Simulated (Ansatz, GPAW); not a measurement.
Given: the input of a run of Ansatz 0.2.0 on KBr. 

The input input.yaml:

```yaml
crystal:
  lattice:
    - [0.0, 3.3, 3.3]
    - [3.3, 0.0, 3.3]
    - [3.3, 3.3, 0.0]
  atoms:
    - { symbol: Br, position: [0.5, 0.5, 0.5] }
    - { symbol: K, position: [0.0, 0.0, 0.0] }
kpoints:
  mp_grid: { grid: [7, 7, 7] }
scf:
  occupations: { method: gaussian, width: 0.1 }
hamiltonian:
  xc: pbe
  pseudopotentials: { kind: all_electron, lapw: { basis_error: 0.001 } }
output:
  forces: true
  stress: true
  eigenvalues: true
```

Potentials or basis: all-electron LAPW, scalar-relativistic.

Command:

```sh
$ ansatz run input.yaml --threads 1 --pin off --max-ram 3072MiB --backend cpu --events-out ev --progress --plain --runs-dir out
```

**Question.** Set up the same calculation for GPAW 26.7.0 (ASE script). Potentials or basis there: GPAW PAW data sets (gpaw-data 1.2.1), cutoff 600 eV.

**Answer.** As run (cutoffs and basis follow the program's own potentials, and thresholds, step limits or extra output files can differ):

File run.py:

```python
from ase import Atoms
from ase.dft.bandgap import bandgap
from ase.io import write
from ase.units import GPa
from gpaw import GPAW, PW

atoms = Atoms(['Br', 'K'],
              cell=[[0.0, 3.3, 3.3],
                    [3.3, 0.0, 3.3],
                    [3.3, 3.3, 0.0]],
              scaled_positions=[[0.5, 0.5, 0.5],
                                [0.0, 0.0, 0.0]],
              pbc=True)

calc = GPAW(mode=PW(600),
            xc='PBE',
            kpts={'size': (7, 7, 7), 'gamma': True},
            occupations={'name': 'methfessel-paxton', 'order': 0, 'width': 0.1},
            nbands=16,
            convergence={'density': 1e-05, 'energy': 1e-05},
            maxiter=150,
            txt='gpaw.txt')
atoms.calc = calc
energy = atoms.get_potential_energy()
forces = atoms.get_forces()
stress = atoms.get_stress()
calc.write('gs.gpw')
write('result.traj', atoms)
print(f'Energy: {energy:.6f} eV')
print('Forces (eV/A):')
print(forces.round(4))
print('Stress (GPa):', (stress / GPa).round(3))
print('Fermi level:', round(calc.get_fermi_level(), 4), 'eV')
print(f'Gap: {bandgap(calc)[0]:.4f} eV, direct: {bandgap(calc, direct=True)[0]:.4f} eV')
```

Potentials or basis: GPAW PAW data sets (gpaw-data 1.2.1), pw.

Launch:

```console
$ OMP_NUM_THREADS=1 python run.py
```

Both were run:

|  | Ansatz | GPAW |
| --- | --- | --- |
| Pressure | 0.7 GPa | 0.7 GPa |

Where Ansatz's input types no cutoff or centring, it takes its own default and a Γ-centred mesh.

Pressure is positive in compression.
